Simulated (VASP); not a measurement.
# InAs (F-43m) in VASP: relaxation of cell and atoms with PBEsol

Aim: the relaxation of cell and atoms of InAs with PBEsol.

All numbers are computed with VASP 6.6.1; they aren't measurements. Logs are shortened: lines on timing, memory, paths and dates and some standing lists are left out, and cuts for length are marked.

## 1. Starting point

It takes space group F-43m (No. 216, cubic). Conventional cell: a = 6.091 Å, b = 6.091 Å, c = 6.091 Å, α = 90.00°, β = 90.00°, γ = 90.00°. In (site symmetry -43m) is surrounded by 4 As at 2.64 Å. As (site symmetry -43m) is surrounded by 4 In at 2.64 Å.

## 2. Relaxation of cell and atoms, PBEsol

INCAR reads:

```
PREC = Accurate
ENCUT = 600
EDIFF = 1E-7
ISMEAR = 0
SIGMA = 0.03
LREAL = False
LASPH = True
NELM = 80
ALGO = Normal
ISIF = 3
LWAVE = False
LCHARG = False
GGA = PS
IBRION = 2
NSW = 90
EDIFFG = -0.005
KPAR = 2
```

KPOINTS reads:

```
regular mesh
0
Gamma
  10 10 10
```

POSCAR reads:

```
InAs                                    
1.0
    0.0000000000      3.0454540620      3.0454540620
    3.0454540620     -0.0000000000      3.0454540620
    3.0454540620      3.0454540620      0.0000000000
  In              As            
     1     1
Direct
     0.0000000000000000    0.0000000000000000    0.0000000000000000
     0.2500000000000000    0.2500000000000000    0.2500000000000000
```

Potentials or basis: VASP PAW PBE potentials, release 64 (In_d, As).

Run with:

```
> cat potpaw_PBE.64/In_d/POTCAR potpaw_PBE.64/As/POTCAR > POTCAR
> mpirun -np 2 vasp_std > vasp.out
```

OUTCAR:

```text
PREC = Accurate
   ENCUT = 600
   EDIFF = 1E-7
   ISMEAR = 0
   LREAL = False
   LASPH = True
   NELM = 80
   ISIF = 3
   GGA = PS
   IBRION = 2
   NSW = 90
   EDIFFG = -0.005

 ion  position               nearest neighbor table
   1  0.000  0.000  0.000-   2 2.64   2 2.64   2 2.64   2 2.64
   2  0.250  0.250  0.250-   1 2.64   1 2.64   1 2.64   1 2.64

  LATTYP: Found a face centered cubic cell.
 ALAT       =     6.0909081240

  Lattice vectors:

 A1 = (   0.0000000000,   3.0454540620,   3.0454540620)
 A2 = (   3.0454540620,   0.0000000000,   3.0454540620)
 A3 = (   3.0454540620,   3.0454540620,   0.0000000000)

Analysis of symmetry for initial positions (statically):
=====================================================================
 Subroutine PRICEL returns:
 Original cell was already a primitive cell.

 Routine SETGRP: Setting up the symmetry group for a
 face centered cubic supercell.

 Subroutine GETGRP returns: Found 24 space group operations
 (whereof 24 operations were pure point group operations)
 out of a pool of 48 trial point group operations.

The static configuration has the point symmetry T_d .

Analysis of symmetry for dynamics (positions and initial velocities):
=====================================================================
 Subroutine PRICEL returns:
 Original cell was already a primitive cell.

 Routine SETGRP: Setting up the symmetry group for a
 face centered cubic supercell.

 Subroutine GETGRP returns: Found 24 space group operations
 (whereof 24 operations were pure point group operations)
 out of a pool of 48 trial point group operations.

The dynamic configuration has the point symmetry T_d .

 Subroutine INISYM returns: Found 24 space group operations
 (whereof 24 operations are pure point group operations),
 and found     1 'primitive' translations

----------------------------------------------------------------------------------------

                                     Primitive cell

  volume of cell :      56.4919

  direct lattice vectors                    reciprocal lattice vectors
     0.000000000  3.045454062  3.045454062    -0.164179131  0.164179131  0.164179131
     3.045454062  0.000000000  3.045454062     0.164179131 -0.164179131  0.164179131
     3.045454062  3.045454062  0.000000000     0.164179131  0.164179131 -0.164179131

  length of vectors
     4.306922438  4.306922438  4.306922438     0.284366596  0.284366596  0.284366596

  position of ions in fractional coordinates (direct lattice)
     0.000000000  0.000000000  0.000000000
     0.250000000  0.250000000  0.250000000

  ion indices of the primitive-cell ions
   primitive index   ion index
                 1           1
                 2           2

----------------------------------------------------------------------------------------

 KPOINTS: regular mesh

Automatic generation of k-mesh.
 Grid dimensions read from file:
 generate k-points for:   10   10   10

 Generating k-lattice:

  Cartesian coordinates                     Fractional coordinates (reciprocal lattice)
    -0.016417913  0.016417913  0.016417913     0.100000000  0.000000000  0.000000000
     0.016417913 -0.016417913  0.016417913     0.000000000  0.100000000  0.000000000
     0.016417913  0.016417913 -0.016417913     0.000000000  0.000000000  0.100000000

  Length of vectors
     0.028436660  0.028436660  0.028436660

  Shift w.r.t. Gamma in fractional coordinates (k-lattice)
     0.000000000  0.000000000  0.000000000

 Subroutine IBZKPT returns following result:
 ===========================================

 Found     47 irreducible k-points:

 Following reciprocal coordinates:
            Coordinates               Weight
  0.000000  0.000000  0.000000      1.000000
  0.100000  0.000000  0.000000      8.000000
  0.200000  0.000000  0.000000      8.000000
  0.300000  0.000000  0.000000      8.000000
  0.400000  0.000000  0.000000      8.000000
  0.500000  0.000000  0.000000      4.000000
[... 16 lines left out ...]
  0.300000  0.300000  0.000000      6.000000
  0.400000  0.300000  0.000000     24.000000
 [... further k-points ...]
   k-points           NKPTS =     47   k-points in BZ     NKDIM =     47   number of bands    NBANDS=     13
   number of dos      NEDOS =    301   number of ions     NIONS =      2
   total plane-waves  NPLWV =  46656
   dimension x,y,z NGX =    36 NGY =   36 NGZ =   36
   dimension x,y,z NGXF=    72 NGYF=   72 NGZF=   72
   ions per type =               1   1
   NGX,Y,Z   is equivalent  to a cutoff of  13.90, 13.90, 13.90 a.u.
   NGXF,Y,Z  is equivalent  to a cutoff of  27.79, 27.79, 27.79 a.u.
 SYSTEM =  unknown system
   PREC   = accura    normal or accurate (medium, high low for compatibility)
   ISTART =      0    job   : 0-new  1-cont  2-samecut
   ICHARG =      2    charge: 1-file 2-atom 10-const
   ISPIN  =      1    spin polarized calculation?
   LNONCOLLINEAR =      F non collinear calculations
   LSORBIT =      F    spin-orbit coupling
   LASPH  =      T    aspherical Exc in radial PAW
   ENCUT  =  600.0 eV  44.10 Ry    6.64 a.u.   8.60  8.60  8.60*2*pi/ulx,y,z
   NELM   =     80;   NELMIN=  2; NELMDL= -5     # of ELM steps
   EDIFF  = 0.1E-06   stopping-criterion for ELM
   LREAL  =      F    real-space projection
   EDIFFG = -.5E-02   stopping-criterion for IOM
   NSW    =     90    number of steps for IOM
   IBRION =      2    ionic relax: 0-MD 1-quasi-New 2-CG
   NFREE  =      1    steps in history (QN), initial steepest desc. (CG)
   ISIF   =      3    stress and relaxation
   ISYM   =      2    0-nonsym 1-usesym 2-fastsym
   POTIM  = 0.5000    time-step for ionic-motion
   TEBEG  =    0.0;   TEEND  =   0.0 temperature during run
   PSTRESS=    0.0 pullay stress
   NELECT =      18.0000    total number of electrons
   NUPDOWN=      -1.0000    fix difference up-down
   EMIN   =  10.00;   EMAX   =-10.00  energy-range for DOS
   EFERMI =   0.00;   METHOD = LEGACY
   ISMEAR =     0;   SIGMA  =   0.03  broadening in eV -4-tet -1-fermi 0-gaus
   EFERMI_NEDOS =   21; number of points for ismear=-14 and -15
   IALGO  =     38    algorithm
   IMIX   =      4    mixing-type and parameters
     AMIX     =   0.40;   BMIX     =  1.00
     AMIX_MAG =   1.60;   BMIX_MAG =  1.00
  volume/ion in A,a.u.               =      28.25       190.61
  Fermi-wavevector in a.u.,A,eV,Ry     =   1.118159  2.113014 17.011090  1.250280
  Thomas-Fermi vector in A             =   2.254788
   LORBIT       =      0    0 simple, 1 ext, 2 COOP (PROOUT), +10 PAW based schemes
   GGA     = PS    functional components
   LHFCALC =     F    Hartree Fock is set to
   AEXX    =    0.0000 exact exchange contribution
   IVDW    =     0    specifies the selected vdW correction
   LEPSILON=     F    determine dielectric tensor
   LRPA    =     F    only Hartree local field effects (RPA)
 conjugate gradient relaxation of ions
 non-spin polarized calculation
 Gauss-broadening in eV      SIGMA  =   0.03
  energy-cutoff  :      600.00
  volume of cell :       56.49
 maximum number of plane-waves:      1901
 NGX is ok and might be reduce to    36
   NGX = 17   NGY = 17   NGZ = 17

 number of electron      18.0000003 magnetization

 Free energy of the ion-electron system (eV)
  ---------------------------------------------------
  ext. energy  EPLUGINS =         0.00000000
  ---------------------------------------------------
  free energy    TOTEN  =        -8.49018447 eV

  energy without entropy =       -8.49013819  energy(sigma->0) =       -8.49016133

 E-fermi :   4.1651     XC(G=0):  -9.1897

 val. band max:        4.1559859364   @ k =   0.0000   0.0000   0.0000
 cond. band min:       4.9841901538   @ k =   0.5000   0.0000   0.0000
 fundamental gap:      0.8282042174
 Fermi energy:         4.1651230096

 k-point     1 :       0.0000    0.0000    0.0000
  band No.  band energies     occupation
      1     -10.1327      2.00000
      2     -10.1327      2.00000
      3     -10.1327      2.00000
      4     -10.0136      2.00000
      5     -10.0136      2.00000
      6      -7.5955      2.00000
      7       3.7638      2.00000
      8       4.1560      1.33333
      9       4.1560      1.33333
     10       4.1560      1.33333
     11       8.0026      0.00000
     12       8.0026      0.00000
     13       8.0026      0.00000

 k-point     2 :       0.1000    0.0000    0.0000
  band No.  band energies     occupation
      1     -10.1452      2.00000
      2     -10.1291      2.00000
      3     -10.1291      2.00000
      4     -10.0137      2.00000
      5     -10.0137      2.00000
      6      -7.4945      2.00000
      7       2.5749      2.00000
      8       4.0306      2.00000
      9       4.0306      2.00000
     10       4.9895      0.00000
     11       8.0461      0.00000
     12       8.1880      0.00000
     13       8.1880      0.00000

 k-point     3 :       0.2000    0.0000    0.0000
  band No.  band energies     occupation
      1     -10.1763      2.00000
      2     -10.1203      2.00000
      3     -10.1203      2.00000
      4     -10.0133      2.00000
      5     -10.0133      2.00000
      6      -7.2080      2.00000
      7       1.1410      2.00000
      8       3.7485      2.00000
      9       3.7485      2.00000
     10       5.3100      0.00000
     11       8.5608      0.00000
     12       8.5608      0.00000
     13       8.6396      0.00000
[... 305 lines left out ...]
 k-point    23 :       0.3000    0.3000    0.0000
  band No.  band energies     occupation
      1     -10.2542      2.00000
      2     -10.0833      2.00000
      3     -10.0833      2.00000
      4     -10.0359      2.00000
      5      -9.9995      2.00000
      6      -6.5224      2.00000
      7      -0.1793      2.00000
      8       2.4598      2.00000
      9       2.4598      2.00000
     10       6.0692      0.00000
     11       6.7680      0.00000
     12      11.0013      0.00000
     13      11.0210      0.00000

 k-point    24 :       0.4000    0.3000    0.0000
  band No.  band energies     occupation
      1     -10.2737      2.00000
      2     -10.0763      2.00000
      3     -10.0740      2.00000
      4     -10.0385      2.00000
      5      -9.9973      2.00000
      6      -6.1851      2.00000
      7      -0.8011      2.00000
      8       2.0013      2.00000
      9       2.2663      2.00000
     10       6.1170      0.00000
     11       6.8495      0.00000
     12      10.6491      0.00000
     13      11.4114      0.00000

 [... further k-points ...]
[... 5 lines left out ...]
  --------------------------------------------------------------------------------------
  -------------------------------------------------------------------------------------
  Total        0.0021700      0.0021700      0.0021700      0.0000000     -0.0000000     -0.0000000
  in kB        0.0615441      0.0615441      0.0615441      0.0000000     -0.0000000     -0.0000000
  external PRESSURE =       0.0615441 kB  Pullay stress =       0.0000000 kB

 VOLUME and BASIS-vectors are now :
 -----------------------------------------------------------------------------
  energy-cutoff  :      600.00
  volume of cell :       56.49
      direct lattice vectors                 reciprocal lattice vectors
     0.000000000  3.045454062  3.045454062    -0.164179131  0.164179131  0.164179131
     3.045454062  0.000000000  3.045454062     0.164179131 -0.164179131  0.164179131
     3.045454062  3.045454062  0.000000000     0.164179131  0.164179131 -0.164179131

 POSITION                                       TOTAL-FORCE (eV/Angst)
 -----------------------------------------------------------------------------------
      0.00000      0.00000      0.00000        -0.000000      0.000000      0.000000
      1.52273      1.52273      1.52273         0.000000     -0.000000     -0.000000
 -----------------------------------------------------------------------------------
    total drift:                               -0.000000     -0.000000     -0.000000

  FREE ENERGIE OF THE ION-ELECTRON SYSTEM (eV)
  ---------------------------------------------------
  free  energy   TOTEN  =        -8.4901844720 eV

  energy  without entropy=       -8.4901381933  energy(sigma->0) =       -8.49016133

 reached required accuracy - stopping structural energy minimisation
```

Run time: 41 s. Hardware: 2 MPI ranks of AMD EPYC 7R43 (Zen 3), shared host; peak memory 0.19 GiB.

Results:

```
Free energy             : -8.4902 eV
Pressure after relaxing : 0.0 GPa
Band gap on the k mesh  : none (metal or under the smearing width)
```

Final structure:
```
In As
1.0
     0.00000    3.04545    3.04545
     3.04545    0.00000    3.04545
     3.04545    3.04545    0.00000
In As
1 1
Direct
  0.00000 0.00000 0.00000
  0.25000 0.25000 0.25000
```

Caveat: the relaxation stopped at its first step, so nothing moved; the PAW data sets were made with another functional, which shifts forces and pressure a little; this crystal is a semiconductor, whose small gap the functional closes, so the metal is an error of the method.
